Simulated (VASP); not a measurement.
SiNi:

```
Si Ni
1.0
     4.50369    0.00000    0.00000
     0.00000    4.50369    0.00000
     0.00000    0.00000    4.50369
Si Ni
4 4
Direct
  0.65317 0.15317 0.34683
  0.15317 0.34683 0.65317
  0.34683 0.65317 0.15317
  0.84683 0.84683 0.84683
  0.35050 0.85050 0.64950
  0.85050 0.64950 0.35050
  0.64950 0.35050 0.85050
  0.14950 0.14950 0.14950
```

The cell is a database's computed one.

| Item | Value |
| --- | --- |
| Program | VASP 6.6.1 |
| Task | relaxation of cell and atoms |
| Functional | PBEsol |
| Potentials or basis | VASP PAW PBE potentials, release 64 (Si, Ni) |
| Cutoff | 600 eV |
| k mesh | 8 × 8 × 8 |
| Occupations | methfessel-paxton, width 0.1 eV |
| Spin | no spin polarisation |

At the start: pressure -4.4 GPa; volume 11.42 Å³/atom.

Task: Where does the relaxation end?

Result: Over 6 steps the energy falls by 3.7 meV/atom and the volume is 11.17 Å³/atom (-2.2 %); space group P2_13 (No. 198, to 0.05 Å).

Step by step:
| step | energy change (eV) | largest force (eV/Å) | pressure (GPa) | volume (Å³) |
| --- | --- | --- | --- | --- |
| 1 | 0.0000 | 0.0373 | -4.42 | 91.35 |
| 2 | 0.0005 | 0.0076 | 4.85 | 87.25 |
| 3 | -0.0294 | 0.0184 | 0.03 | 89.27 |
| 4 | -0.0294 | 0.0188 | -0.07 | 89.31 |
| 5 | -0.0295 | 0.0115 | -0.01 | 89.32 |
| 6 | -0.0295 | 0.0057 | -0.13 | 89.32 |

Final structure:
```xyz
8
Lattice="4.4701 0.0000 0.0000 0.0000 4.4701 0.0000 0.0000 0.0000 4.4701" Properties=species:S:1:pos:R:3 pbc="T T T"
Si    2.9216    0.6866    1.5485
Si    0.6866    1.5485    2.9216
Si    1.5485    2.9216    0.6866
Si    3.7835    3.7835    3.7835
Ni    1.5682    3.8032    2.9019
Ni    3.8032    2.9019    1.5682
Ni    2.9019    1.5682    3.8032
Ni    0.6669    0.6669    0.6669
```

Caveat: the PAW data sets were made with another functional, which shifts forces and pressure a little.
